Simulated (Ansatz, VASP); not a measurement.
**One calculation of TiSi2, two programs**

```
Ti Si
1.0
     1.75326   -6.71392    0.00000
     1.75326    6.71392    0.00000
     0.00000    0.00000    3.54125
Ti Si
2 4
Direct
  0.10312 0.89688 0.25000
  0.89688 0.10312 0.75000
  0.75031 0.24969 0.25000
  0.24969 0.75031 0.75000
  0.44175 0.55825 0.25000
  0.55825 0.44175 0.75000
```

Change from the starting cell: volume scaled by 0.98.

Alike in both runs: task single point; functional PBEsol; k mesh 8 × 8 × 8; occupations fermi-dirac, width 0.05 eV; no spin polarisation.

|  | VASP | Ansatz |
| --- | --- | --- |
| version | VASP 6.6.1 | Ansatz 0.2.0 |
| potentials or method | VASP PAW PBE potentials, release 64 (Ti_sv, Si) | Ansatz PAW |
| plane-wave cutoff (eV) | 520 | 420 |
| valence electrons in the cell | 40 | 40 |

|  | VASP | Ansatz | Ansatz less VASP |
| --- | --- | --- | --- |
| gap on the k mesh at the Fermi level (eV) | none | none | - |
| pressure (GPa) | 0.9 | 0.8 | -0.15 |
| largest component of the traceless stress (GPa) | 0.95 | 0.92 | -0.034 |
| rms of the force components (eV/Å) | 0.094 | 0.095 | +0.0001 |

Atom by atom the forces differ by 0.000 eV/Å (rms over components). A gap of «none» marks a metal or a gap that the smearing closes.

Caveats: the PAW data sets were made with another functional, which shifts forces and pressure a little (VASP); the PAW data sets come from PBE, with cores solved anew for the run's functional, which leaves a small shift of forces and pressure (Ansatz).
